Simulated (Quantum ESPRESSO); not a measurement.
# Al (Pm-3m) in Quantum ESPRESSO: a series of runs, part 3 of 3

Quantum ESPRESSO 7.5. Earlier steps stand in the parts before.

## Step 4: Phonons, PBEsol, collinear spin, ferromagnetic start (volume scaled by 1.15)

Contents of pw.in:

```
&CONTROL
  calculation = 'scf'
  prefix = 'pwscf'
  outdir = './tmp'
  pseudo_dir = './pseudo'
  tprnfor = .true.
  tstress = .true.
  disk_io = 'low'
/
&SYSTEM
  ibrav = 0
  celldm(1) = 8
  nat = 1
  ntyp = 1
  ecutwfc = 28
  nbnd = 9
  occupations = 'smearing'
  smearing = 'mv'
  degauss = 0.01469973
  nspin = 2
  starting_magnetization(1) = 0.1667
/
&ELECTRONS
  conv_thr = 2d-10
  electron_maxstep = 120
  mixing_beta = 0.3
  mixing_ndim = 12
/
ATOMIC_SPECIES
Al    26.9815 Al.upf
CELL_PARAMETERS alat
  0.6735833146835   0.0000000000000   0.0000000000000
  0.0000000000000   0.6735833146835   0.0000000000000
  0.0000000000000   0.0000000000000   0.6735833146835
ATOMIC_POSITIONS crystal
Al     0.0000000000    0.0000000000    0.0000000000
K_POINTS automatic
10 10 10 0 0 0
```

Contents of scf2.in:

```
&CONTROL
  calculation = 'scf'
  prefix = 'pwscf'
  outdir = './tmp'
  pseudo_dir = './pseudo'
  tprnfor = .true.
  tstress = .true.
  disk_io = 'low'
/
&SYSTEM
  ibrav = 0
  celldm(1) = 8
  nat = 1
  ntyp = 1
  ecutwfc = 28
  nbnd = 9
  occupations = 'smearing'
  smearing = 'mv'
  degauss = 0.01469973
  nspin = 2
  starting_magnetization(1) = 0.1667
/
&ELECTRONS
  conv_thr = 1d-13
  electron_maxstep = 120
  mixing_beta = 0.3
  mixing_ndim = 12
  startingpot = 'file'
  startingwfc = 'file'
/
ATOMIC_SPECIES
Al    26.9815 Al.upf
CELL_PARAMETERS alat
  0.6735833146835   0.0000000000000   0.0000000000000
  0.0000000000000   0.6735833146835   0.0000000000000
  0.0000000000000   0.0000000000000   0.6735833146835
ATOMIC_POSITIONS crystal
Al     0.0000000000    0.0000000000    0.0000000000
K_POINTS automatic
10 10 10 0 0 0
```

Contents of ph.in:

```
phonons of Al
&INPUTPH
  prefix = 'pwscf'
  outdir = './tmp'
  tr2_ph = 1d-18
  fildyn = 'dyn'
  niter_ph = 90
  alpha_mix(1) = 0.4
/
0.0000000000 0.7422986720 0.0000000000
```

Contents of relax_v0.99.in:

```
&CONTROL
  calculation = 'relax'
  prefix = 'pwscf'
  outdir = './tmp'
  pseudo_dir = './pseudo'
  tprnfor = .true.
  tstress = .true.
  disk_io = 'low'
  nstep = 30
  forc_conv_thr = 0.0001
  etot_conv_thr = 1d-06
/
&SYSTEM
  ibrav = 0
  celldm(1) = 8
  nat = 1
  ntyp = 1
  ecutwfc = 28
  nbnd = 9
  occupations = 'smearing'
  smearing = 'mv'
  degauss = 0.01469973
  nspin = 2
  starting_magnetization(1) = 0.1667
/
&ELECTRONS
  conv_thr = 1d-13
  electron_maxstep = 120
  mixing_beta = 0.3
  mixing_ndim = 12
/
&IONS
  ion_dynamics = 'bfgs'
/
ATOMIC_SPECIES
Al    26.9815 Al.upf
CELL_PARAMETERS alat
  0.6713305108487   0.0000000000000   0.0000000000000
  0.0000000000000   0.6713305108487   0.0000000000000
  0.0000000000000   0.0000000000000   0.6713305108487
ATOMIC_POSITIONS crystal
Al     0.0000000000    0.0000000000    0.0000000000
K_POINTS automatic
10 10 10 0 0 0
```

Contents of ph_v0.99.in:

```
phonons at 0.99 of the volume
&INPUTPH
  prefix = 'pwscf'
  outdir = './tmp'
  tr2_ph = 1d-18
  fildyn = 'dyn_v0.99'
  niter_ph = 90
  alpha_mix(1) = 0.4
/
0.0000000000 0.7447896259 0.0000000000
```

Contents of relax_v1.01.in:

```
&CONTROL
  calculation = 'relax'
  prefix = 'pwscf'
  outdir = './tmp'
  pseudo_dir = './pseudo'
  tprnfor = .true.
  tstress = .true.
  disk_io = 'low'
  nstep = 30
  forc_conv_thr = 0.0001
  etot_conv_thr = 1d-06
/
&SYSTEM
  ibrav = 0
  celldm(1) = 8
  nat = 1
  ntyp = 1
  ecutwfc = 28
  nbnd = 9
  occupations = 'smearing'
  smearing = 'mv'
  degauss = 0.01469973
  nspin = 2
  starting_magnetization(1) = 0.1667
/
&ELECTRONS
  conv_thr = 1d-13
  electron_maxstep = 120
  mixing_beta = 0.3
  mixing_ndim = 12
/
&IONS
  ion_dynamics = 'bfgs'
/
ATOMIC_SPECIES
Al    26.9815 Al.upf
CELL_PARAMETERS alat
  0.6758211494543   0.0000000000000   0.0000000000000
  0.0000000000000   0.6758211494543   0.0000000000000
  0.0000000000000   0.0000000000000   0.6758211494543
ATOMIC_POSITIONS crystal
Al     0.0000000000    0.0000000000    0.0000000000
K_POINTS automatic
10 10 10 0 0 0
```

Contents of ph_v1.01.in:

```
phonons at 1.01 of the volume
&INPUTPH
  prefix = 'pwscf'
  outdir = './tmp'
  tr2_ph = 1d-18
  fildyn = 'dyn_v1.01'
  niter_ph = 90
  alpha_mix(1) = 0.4
/
0.0000000000 0.7398407114 0.0000000000
```

Potentials or basis: PseudoDojo 0.4.1 SR PBEsol standard.

Launch:

```console
OMP_NUM_THREADS=1 pw.x -in pw.in > pw.out
OMP_NUM_THREADS=1 pw.x -in scf2.in > scf2.out
OMP_NUM_THREADS=1 ph.x -in ph.in > ph.out
OMP_NUM_THREADS=1 pw.x -in relax_v0.99.in > relax_v0.99.out
OMP_NUM_THREADS=1 ph.x -in ph_v0.99.in > ph_v0.99.out
OMP_NUM_THREADS=1 pw.x -in relax_v1.01.in > relax_v1.01.out
OMP_NUM_THREADS=1 ph.x -in ph_v1.01.in > ph_v1.01.out
```

pw.out:

```text
This program is part of the open-source Quantum ESPRESSO suite
     for quantum simulation of materials; please cite
         "P. Giannozzi et al., J. Phys.:Condens. Matter 21 395502 (2009);
         "P. Giannozzi et al., J. Phys.:Condens. Matter 29 465901 (2017);
         "P. Giannozzi et al., J. Chem. Phys. 152 154105 (2020);
     in publications or presentations arising from this work. More details at

     Message from routine setup:
     using ibrav=0 with symmetry is DISCOURAGED, use correct ibrav instead

     G-vector sticks info
     --------------------
     sticks:   dense  smooth     PW     G-vecs:    dense   smooth      PW
     Sum         261     261     97                 3119     3119     691

     Using Slab Decomposition

     bravais-lattice index     =            0
     lattice parameter (alat)  =       8.0000  a.u.
     unit-cell volume          =     156.4746 (a.u.)^3
     number of atoms/cell      =            1
     number of atomic types    =            1
     number of electrons       =         3.00
     number of Kohn-Sham states=            9
     kinetic-energy cutoff     =      28.0000  Ry
     charge density cutoff     =     112.0000  Ry
     scf convergence threshold =      2.0E-10
     mixing beta               =       0.3000
     number of iterations used =           12  plain     mixing
     Exchange-correlation= PBESOL
                           (   1   4  10   8   0   0   0)

[... 95 lines left out ...]
        k(   55) = (   0.5938389  -0.7422987  -0.7422987), wk =   0.0060000
        k(   56) = (  -0.7422987  -0.7422987  -0.7422987), wk =   0.0010000

     Dense  grid:     3119 G-vectors     FFT dimensions: (  20,  20,  20)

     Generating pointlists ...
     new r_m :   0.2779 (alat units)  2.2228 (a.u.) for type    1

     Initial potential from superposition of free atoms

     starting charge       2.9977, renormalised to       3.0000
     Starting wfcs are    4 randomized atomic wfcs +    5 random wfcs

     Self-consistent Calculation

     iteration #  1     ecut=    28.00 Ry     beta= 0.30
     Davidson diagonalization with overlap
     ethr =  1.00E-02,  avg # of iterations =  6.6

     Threshold (ethr) on eigenvalues was too large:
     Diagonalizing with lowered threshold

     Davidson diagonalization with overlap
     ethr =  1.14E-04,  avg # of iterations =  3.6

     total energy              =      -4.60133540 Ry
     estimated scf accuracy    <       0.00333539 Ry
[... 64 lines left out ...]
     iteration #  8     ecut=    28.00 Ry     beta= 0.30
     Davidson diagonalization with overlap
     ethr =  5.09E-11,  avg # of iterations =  1.9

     Magnetic moment per site  (integrated on atomic sphere of radius R)
     atom   1 (R=0.278)  charge=  1.5123  magn= -0.0000

     End of self-consistent calculation

     Number of k-points >= 100: set verbosity='high' to print the bands.

     the Fermi energy is     4.4356 ev

!    total energy              =      -4.60314905 Ry
     estimated scf accuracy    <          7.9E-11 Ry
     smearing contrib. (-TS)   =      -0.00013557 Ry
     internal energy E=F+TS    =      -4.60301348 Ry

     The total energy is F=E-TS. E is the sum of the following terms:
     one-electron contribution =       2.11817562 Ry
     hartree contribution      =       0.04348146 Ry
     xc contribution           =      -2.02589567 Ry
     ewald contribution        =      -4.73877488 Ry

     total magnetization       =    -0.00 Bohr mag/cell
     absolute magnetization    =     0.00 Bohr mag/cell

     convergence has been achieved in   8 iterations

     Forces acting on atoms (cartesian axes, Ry/au):

     atom    1 type  1   force =     0.00000000    0.00000000    0.00000000

     Total force =     0.000000     Total SCF correction =     0.000000

     Computing stress (Cartesian axis) and pressure

          total   stress  (Ry/bohr**3)                   (kbar)     P=      -71.11
  -0.00048342   0.00000000   0.00000000          -71.11        0.00        0.00
   0.00000000  -0.00048342   0.00000000            0.00      -71.11        0.00
   0.00000000   0.00000000  -0.00048342            0.00        0.00      -71.11

=------------------------------------------------------------------------------=
   JOB DONE.
=------------------------------------------------------------------------------=
```

scf2.out:

```text
This program is part of the open-source Quantum ESPRESSO suite
     for quantum simulation of materials; please cite
         "P. Giannozzi et al., J. Phys.:Condens. Matter 21 395502 (2009);
         "P. Giannozzi et al., J. Phys.:Condens. Matter 29 465901 (2017);
         "P. Giannozzi et al., J. Chem. Phys. 152 154105 (2020);
[... 211 lines left out ...]
   0.00000000  -0.00048343   0.00000000            0.00      -71.12        0.00
   0.00000000   0.00000000  -0.00048343            0.00        0.00      -71.12

=------------------------------------------------------------------------------=
   JOB DONE.
=------------------------------------------------------------------------------=
```

ph.out:

```text
This program is part of the open-source Quantum ESPRESSO suite
     for quantum simulation of materials; please cite
         "P. Giannozzi et al., J. Phys.:Condens. Matter 21 395502 (2009);
         "P. Giannozzi et al., J. Phys.:Condens. Matter 29 465901 (2017);
         "P. Giannozzi et al., J. Chem. Phys. 152 154105 (2020);
     in publications or presentations arising from this work. More details at

[... 258 lines left out ...]
     freq (   3-   3) =        247.2  [cm-1]   --> A_2u X_4' M_4'

     INITIALIZATION:

     DYNAMICAL MATRIX:

      Additional routines

=------------------------------------------------------------------------------=
   JOB DONE.
=------------------------------------------------------------------------------=
```

Wall time 70 s (1 thread of Arm Neoverse V1, shared host); peak memory 0.09 GiB.

These settings aren't checked as converged (typed here: ecut_scale = 0.7; mixing_ndim = 12): the numbers below hold their error.

Results:

| Property | Result |
| --- | --- |
| Free energy | -62.6290 eV |
| Pressure after relaxing | -7.1 GPa |
| Band gap on the k mesh | none (metal or under the smearing width) |
| Net moment | 0.00 μB per cell |
| Absolute moment | 0.00 μB per cell |
| Valence electrons inside the program's atomic spheres | Al 1.51 |
| Highest phonon frequency at the q point run | 247 cm⁻¹ |
| Most unstable mode | 68i cm⁻¹ |

Caveat: the mesh is thin for the phonons of a metal; some modes are imaginary; the cell is more than 3 GPa from zero pressure, which shifts response properties; the cutoff lies well under what these potentials need, so the values aren't converged.
